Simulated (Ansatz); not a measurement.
input.yaml (Ansatz)

```yaml
crystal:
  lattice:
    - [4.7473994357, 0.0, 0.0]
    - [-2.3736997178, 4.1113685132, 0.0]
    - [0.0, 0.0, 5.896726767]
  atoms:
    - { symbol: Te, position: [0.2517707349, 0.0, 0.3333333333] }
    - { symbol: Te, position: [0.0, 0.2517707349, 0.6666666667] }
    - { symbol: Te, position: [0.7482292651, 0.7482292651, 0.0] }
hamiltonian:
  xc: revpbe
  pseudopotentials:
    kind: paw
    azcp:
      Te: "pseudopotentials/Te.paw.azcp"
basis:
  ecutwfc: 420
  fft_grid_basis: typed
kpoints:
  mp_grid: { grid: [7, 7, 5], shift: [0, 0, 0] }
magnetization:
  spin_polarized: false
scf:
  occupations: { method: fermi_dirac, width: 0.05 }
```

Terminal output

```
Engine: ansatz 0.2.0, x86_64-unknown-linux-gnu
Pseudopotentials: kind: paw
Pseudopotential: Te, paw, valence charge 16, recommended cutoff 420 eV (normal) 
Functional definition: revPBE
  parameter kappa = 1.245
  parameter beta = 0.06672455060314922
  exchange = pbe_x(kappa = kappa, mu = beta*pi^2/3)
  correlation = pbe_c(beta = beta)
Crystal: 3 atoms, lattice volume = 115.094 Å³
Basis set: ecut = 420 eV, 2233 PW (Γ)
Bands: 28, of which v1, the nominal top of the filled ones, is band 24 counted from 1 (23 counted from 0)
Symmetry: 6 space group operations
Space group: P3121 (ITA 152), of the structure as read, at distance tolerance 4.9e-5 Å
k-points: 32 of 245 (time reversal used)
Non-local potential: Te, projectors of the file, l = 0: 2, l = 1: 2, l = 2: 2, l = 3: 2
PAW form: soft (Blöchl's): semilocal exchange-correlation on the pseudo side does not see the compensation charge
PAW frozen core: Te, regenerated for the run's functional, and the local potential with it (the file was generated under x = pbe(κ = 0.804, μ = 0.2195149727645171), c = pbe(β = 0.06672455060314922))
PAW one-centre angular grid: Te, 590 points (default); XC on 64 Gauss nodes
Initial density: superposition of atomic densities (neutral atoms: chi_scale 0, normalization atom), corrected by the library's trained network
Initial wavefunctions: pseudopotential atomic-orbital guess
Functional: x = revpbe(κ = 1.245, μ = 0.2195149727645171), c = pbe(β = 0.06672455060314922)
SCF iter   1: F=—  HF=-20958.810200 eV  |F-HF|=—  |Δ(HF+E_count)|=         —  Δρ=1.76e-3  dr2=1.77e-3  ethr=1.77e-3  ⟨swp⟩=7.6  Hψ=4061  notcnv=0
SCF iter   2: F=—  HF=-20958.809830 eV  |F-HF|=—  |Δ(HF+E_count)|=   3.70e-4  Δρ=8.73e-4  dr2=6.81e-4  ethr=3.68e-6  ⟨swp⟩=2.2  Hψ=1978  notcnv=0
SCF iter   3: F=—  HF=-20958.810448 eV  |F-HF|=—  |Δ(HF+E_count)|=   6.17e-4  Δρ=5.06e-4  dr2=2.47e-4  ethr=1.42e-6  ⟨swp⟩=2.0  Hψ=1071  notcnv=0
SCF iter   4: F=—  HF=-20958.810782 eV  |F-HF|=—  |Δ(HF+E_count)|=   3.34e-4  Δρ=6.91e-5  dr2=7.33e-6  ethr=5.14e-7  ⟨swp⟩=2.0  Hψ=1187  notcnv=0
SCF iter   5: F=—  HF=-20958.810788 eV  |F-HF|=—  |Δ(HF+E_count)|=   5.62e-6  Δρ=2.02e-5  dr2=6.17e-7  ethr=1.53e-8  ⟨swp⟩=3.0  Hψ=1667  notcnv=0
SCF iter   6: F=-20958.810789 eV  HF=-20958.810789 eV  |F-HF|=1.09e-7  |Δ(HF+E_count)|=   1.57e-6  Δρ=4.11e-6  dr2=2.55e-8  ethr=2.08e-10  ⟨swp⟩=3.6  Hψ=2106  notcnv=0
SCF 1 converged in 6 iterations: F = -20958.810789 eV  dr2 = 2.55e-8
SCF converged after 6 iterations
Free energy (F): -20958.810789 eV
Harris-Foulkes:  -20958.810789 eV  (|F-HF|=1.09e-7)
Internal energy: -20958.810773 eV  (E = F + TS)
E sigma→0 (E₀):  -20958.810781 eV
Entropy (-TS):   -0.000017 eV (-0.006 meV/atom)
Fermi energy:    7.384969 eV
--- Per-component energies (eV) ---
  E_band       = -867.387454
  E_kinetic    = 537.538470
  E_local      = -4229.158635  (includes V_loc(G=0)·N_el)
  E_nonlocal   = -933.349678
  E_hartree    = 2601.887002
  E_xc         = -371.213151
  E_vxc        = -309.152285  (∫ρ·V_xc dr)
  E_paw        = -14004.897058  (= ΣΔE_a)
  E_vpaw       = -1137.037275  (= ΣTr[D̂ρ^β])
  E_aug_tail   = -0.000479  (compensation charges beyond the density's cutoff)
  E_ewald      = -4559.533779
  E_core_change = -0.083463  (= ΣΔE_core)
  E_smearing   = -0.000017  (= −TS)
  E_closure    = 0.000000  (closes the sum)
  Σ components = -20958.810789   (vs F -20958.810789, Δ=0.00e0)
```
